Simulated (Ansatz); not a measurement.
Compare A (`O=C1CCCCO1`) with its isomer B (`C=C(C)C(=O)OC`).

Program: Ansatz. Geometries: PBE0-D4/def2-TZVP. ΔE: electronic, gas phase. CCSD(T)/CBS is the MP2 limit (def2-TZVPP, def2-QZVPP) plus CCSD(T) − MP2 in def2-TZVPP, frozen cores. Functionals use def2-TZVPP. B3LYP here is the variant with VWN-RPA as its local correlation; programs differ in this. One conformer a species, not always the lowest.

Question: Which isomer does CCSD(T)/CBS put lower? Give the gap. (Estimate.)

Answer: The calculation gave: A, by 52.8 kJ/mol.

Question: Give E(B) − E(A) in kJ/mol with CCSD/def2-TZVPP, CCSD(T)/def2-TZVPP, r2SCAN-D4, ωB97M-V, B3LYP-D4, PBE-D4, B3LYP. (An estimate is asked.)

Answer: Computed: CCSD/def2-TZVPP 54.9, CCSD(T)/def2-TZVPP 51.8, r2SCAN-D4 53.7, ωB97M-V 56.8, B3LYP-D4 42.4, PBE-D4 55.4, B3LYP 38.2. None reverses the order clearly.

Largest T1 diagnostic: 0.014.

From PBE to PBE0 (25 % exact exchange), in def2-TZVPP and without D4, E(B) − E(A) moves by +12.4 kJ/mol. In def2-TZVPP, CCSD(T) changes the Hartree–Fock value by +8.3 kJ/mol (the triples alone add −3.1 kJ/mol) and MP2 by +13.7 kJ/mol.
